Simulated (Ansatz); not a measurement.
## Ge as a host for H

Theory: DFT PBE, scalar-relativistic, plane waves, PAW (Ansatz).

Cutoff 420 eV; k points 12×12×6 on the computed 4-atom cell (Γ-centred); Gaussian smearing, width 0.10 eV; no spin polarisation for the host; each changed cell takes a mesh and smearing chosen by its own gap and starts from the host's moments or customary ones, or runs without spin. Cells and atoms are relaxed to the nearest stationary point that keeps the symmetry of their start (forces under 0.02 to 0.04 eV/Å, stress under 0.1 to 0.2 GPa); energies are at zero smearing, without zero-point or thermal terms.

Relaxed host (gap on the mesh 0 eV):

```yaml
crystal:
  lattice:
    - [4.05892, 0.00000, 0.00000]
    - [-2.02946, 3.51513, 0.00000]
    - [0.00000, 0.00000, 6.68710]
  atoms:
    - { symbol: Ge, position: [0.66667, 0.33333, 0.06267] }
    - { symbol: Ge, position: [0.33333, 0.66667, 0.56267] }
    - { symbol: Ge, position: [0.66667, 0.33333, 0.43733] }
    - { symbol: Ge, position: [0.33333, 0.66667, 0.93733] }
```

Cases: (1) 2 H in a 1×1×1 repeat of the cell, at (0.000 0.000 0.250), (0.000 0.000 0.750) in fractions of that repeat, 2.66 Å from the nearest atom of the relaxed host; (2) 2 H in a 1×1×1 repeat of the cell, at (0.000 0.000 0.000), (0.000 0.000 0.500) in fractions of that repeat, 2.38 Å from the nearest atom of the relaxed host; (3) 1 H in a 2×1×1 repeat of the cell, at (0.000 0.000 0.250) in fractions of that repeat, 2.66 Å from the nearest atom of the relaxed host; (4) 1 H in a 2×1×1 repeat of the cell, at (0.056 0.222 0.250) in fractions of that repeat, 2.42 Å from the nearest atom of the relaxed host.

The table gives the energy per H taken from half an H2 molecule (negative: uptake is favourable), the swelling and the final surroundings.

```json
{"case": "1", "formula": "Ge2H", "energy per H (eV)": "1.68", "ΔV (%)": "-0.4", "principal strains (%)": "+4.3 -2.3 -2.3", "nearest host atoms of the first H": "6 (Ge) from 2.60 Å"}
{"case": "2", "formula": "Ge2H", "energy per H (eV)": "1.58", "ΔV (%)": "+5.4", "principal strains (%)": "+2.4 +2.4 +0.5", "nearest host atoms of the first H": "6 (Ge) from 2.44 Å"}
{"case": "3", "formula": "Ge8H", "energy per H (eV)": "1.75", "ΔV (%)": "+0.3", "principal strains (%)": "+1.6 +1.2 -2.4", "nearest host atoms of the first H": "4 (Ge) from 2.43 Å"}
{"case": "4", "formula": "Ge8H", "energy per H (eV)": "1.62", "ΔV (%)": "+2.0", "principal strains (%)": "+2.2 +0.9 -1.1", "nearest host atoms of the first H": "2 (Ge) from 1.92 Å"}
```

Each ion keeps what symmetry its start has, so a lower place off a symmetric site can be missed, above all for H.

Relaxed structure of case 2, the lowest per ion:

```cif
data_structure
_symmetry_space_group_name_H-M 'P 1'
_symmetry_Int_Tables_number 1
_cell_length_a 4.1575
_cell_length_b 4.1575
_cell_length_c 6.7178
_cell_angle_alpha 90.000
_cell_angle_beta 90.000
_cell_angle_gamma 120.000
_cell_volume 100.56
loop_
_atom_site_label
_atom_site_type_symbol
_atom_site_fract_x
_atom_site_fract_y
_atom_site_fract_z
_atom_site_occupancy
Ge1 Ge 0.66667 0.33333 0.06158 1
Ge2 Ge 0.33333 0.66667 0.56158 1
Ge3 Ge 0.66667 0.33333 0.43842 1
Ge4 Ge 0.33333 0.66667 0.93842 1
H1 H 0.00000 0.00000 0.00000 1
H2 H 0.00000 0.00000 0.50000 1
```

This form of Ge, the host, isn't the element's usual structure.

Cost: 5 runs of about 18 core-minutes in all, on Arm Neoverse V1 (shared hosts).